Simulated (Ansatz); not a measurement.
CaF2 (Fluorite):

```xyz
3
Lattice="0.0000 2.7310 2.7310 2.7310 0.0000 2.7310 2.7310 2.7310 0.0000" Properties=species:S:1:pos:R:3 pbc="T T T"
Ca    0.0000    0.0000    0.0000
F     4.0965    4.0965    4.0965
F     1.3655    1.3655    1.3655
```

Base run:

| Quantity | Value |
| --- | --- |
| Program | Ansatz 0.2.0 |
| Functional | BLYP |
| Potentials or basis | Ansatz PAW |
| Cutoff | 420 eV (not typed: the program's choice for these potentials) |
| k mesh | 8 × 8 × 8 |
| Occupations | fermi-dirac, width 0.05 eV |
| Spin | no spin polarisation |

Its results: band gap on the k mesh 7.40 eV, indirect (least direct gap 7.66 eV); pressure 4.0 GPa.

Q: After a change of settings the same cell gave: band gap on the k mesh 7.96 eV, indirect (least direct gap 8.22 eV); pressure -1.1 GPa. Which change was it?
A. functional from BLYP to r2SCAN0; cutoff from 420 eV (not typed: the program's choice for these potentials) to 500 eV (not typed: the program's choice for these potentials); k mesh from 8 × 8 × 8 to 4 × 4 × 4
B. functional from BLYP to r2SCAN; cutoff from 420 eV (not typed: the program's choice for these potentials) to 500 eV (not typed: the program's choice for these potentials)
C. functional from BLYP to RPBE
D. functional from BLYP to revPBE

A: B.

r2SCAN gives the wider gap, since meta-GGAs in the generalised Kohn-Sham scheme recover part of the derivative discontinuity.

Caveats: the PAW data sets come from PBE, with cores solved anew for the run's functional, which leaves a small shift of forces and pressure.

Runs at the PBE level aren't shown here.
